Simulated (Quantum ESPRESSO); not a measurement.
# MgSe: band structure with r2SCAN

Crystal: MgSe.

```
Se Mg
1.0
     0.00000    2.72550    2.72550
     2.72550    0.00000    2.72550
     2.72550    2.72550    0.00000
Se Mg
1 1
Direct
  0.50000 0.50000 0.50000
  0.00000 0.00000 0.00000
```

- Program: Quantum ESPRESSO 7.5
- Task: band structure
- Functional: r2SCAN
- Potentials or basis: SG15 PBE 1.2
- Cutoff: 952 eV
- Density cutoff: 3810 eV
- k mesh: 6 × 6 × 6
- Occupations: fermi-dirac, width 0.05 eV
- Spin: no spin polarisation
- Symmetry: off
- Mixing beta: 0.5
- Most SCF iterations: 120
- SCF threshold: 1e-08 Ry

The pressure is 1.5 GPa, the band gap on the k mesh is 2.45 eV, indirect (least direct gap 3.40 eV) and the band gap along the path is 2.45 eV, indirect (least direct gap 3.40 eV).

Levels at the corners of the path, in eV from the valence-band top:
| point | band 6 | band 7 | band 8 | band 9 | band 10 | band 11 |
| --- | --- | --- | --- | --- | --- | --- |
| Γ | 0.00 | 0.00 | 0.00 | 3.40 | 7.96 | 7.96 |
| X | -4.35 | -1.83 | -1.83 | 2.45 | 4.44 | 12.86 |
| W | -3.38 | -3.38 | -2.54 | 5.17 | 7.79 | 8.20 |
| K | -3.84 | -3.36 | -1.48 | 3.67 | 6.87 | 9.76 |
| Γ | 0.00 | 0.00 | 0.00 | 3.40 | 7.96 | 7.96 |
| L | -5.01 | -0.63 | -0.63 | 4.46 | 6.76 | 6.76 |
| U | -3.84 | -3.36 | -1.48 | 3.67 | 6.87 | 9.76 |
| W | -3.38 | -3.38 | -2.54 | 5.17 | 7.79 | 8.20 |
| L | -5.01 | -0.63 | -0.63 | 4.46 | 6.76 | 6.76 |
| K | -3.84 | -3.36 | -1.48 | 3.67 | 6.87 | 9.76 |
| U | -3.84 | -3.36 | -1.48 | 3.67 | 6.87 | 9.76 |
| X | -4.35 | -1.83 | -1.83 | 2.45 | 4.44 | 12.86 |

It took 110 s on 2 MPI ranks on AMD EPYC 7R43 64-Core Processor (Zen 3), on a shared host, peak memory 0.2 GiB a rank.

Caveat: the potentials were made for another functional, which shifts forces and pressure. r2SCAN opens gaps a little over a GGA but as a rule still falls short of measured ones.
